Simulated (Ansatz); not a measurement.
A run of Ansatz 0.2.0 is set up as follows.

The input input.yaml:

```yaml
crystal:
  lattice:
    - [3.169, 0.0, 0.0]
    - [-1.5845, 2.7444345046, 0.0]
    - [0.0, 0.0, 12.324]
  atoms:
    - { symbol: Mo, position: [0.6666666667, 0.3333333333, 0.75] }
    - { symbol: Mo, position: [0.3333333333, 0.6666666667, 0.25] }
    - { symbol: S, position: [0.6666666667, 0.3333333333, 0.377] }
    - { symbol: S, position: [0.3333333333, 0.6666666667, 0.877] }
    - { symbol: S, position: [0.6666666667, 0.3333333333, 0.123] }
    - { symbol: S, position: [0.3333333333, 0.6666666667, 0.623] }
hamiltonian:
  xc: pbesol
  pseudopotentials: { kind: paw }
kpoints:
  mp_grid: { grid: [10, 10, 3] }
  band_path:
    path:
      - [[0.0, 0.0, 0.0], [0.5, 0.0, 0.0], [0.3333333333, 0.3333333333, 0.0], [0.0, 0.0, 0.0], [0.0, 0.0, 0.5], [0.5, 0.0, 0.5], [0.3333333333, 0.3333333333, 0.5], [0.0, 0.0, 0.5]]
      - [[0.5, 0.0, 0.5], [0.5, 0.0, 0.0]]
      - [[0.3333333333, 0.3333333333, 0.0], [0.3333333333, 0.3333333333, 0.5]]
    npoints: 14
scf:
  occupations: { method: fermi_dirac, width: 0.05 }
  n_extra_bands: 15
output:
  forces: true
  stress: true
  eigenvalues: true
  fatbands: true
```

Potentials or basis: Ansatz PAW.

Command:

```sh
$ ansatz run input.yaml --threads 2 --pin off --max-ram 5632MiB --backend cpu --events-out ev --progress --plain --runs-dir out
```

**Question.** Predict the pressure.

**Answer.** -3.0 GPa.

**Question.** Estimate the band gap along the path.

**Answer.** 0.84 eV, indirect (least direct gap 1.65 eV).

**Question.** What does it give for the band gap on the k mesh?

**Answer.** 0.88 eV, indirect (least direct gap 1.87 eV).

Forces in eV/Å, atoms in the order of the input:
```
Mo   0.000  0.000  0.000
Mo   0.000  0.000  0.000
S    0.000  0.000 -0.313
S    0.000  0.000 -0.313
S    0.000  0.000  0.313
S    0.000  0.000  0.313
```

Caveat: this functional lacks dispersion, which binds the layers, so the pressure and a relaxed spacing across them are unreliable; the PAW data sets come from PBE, with cores solved anew for the run's functional, which leaves a small shift of forces and pressure.

**The experiment to reproduce.**

“Multiwavelength excitation Raman Scattering Analysis of bulk and 2 dimensional MoS2: Vibrational properties of atomically thin MoS2 layers”, 2015, arxiv:1506.03228 reports, for a bulk crystal of MoS2 at 300 K: band gap 1.3 eV (indirect).

A measured gap of MoS2 is 1.3 eV (indirect; 300 K; “Multiwavelength excitation Raman Scattering Analysis of bulk and 2 dimensional MoS2: Vibrational properties of atomically thin MoS2 layers”, 2015, arxiv:1506.03228); the calculated 0.84 eV misses it by -0.46 eV. Spin-orbit coupling on Mo is left out. The value is that of PBEsol, without temperature or zero-point motion. Semilocal functionals fall short of measured gaps as a rule.
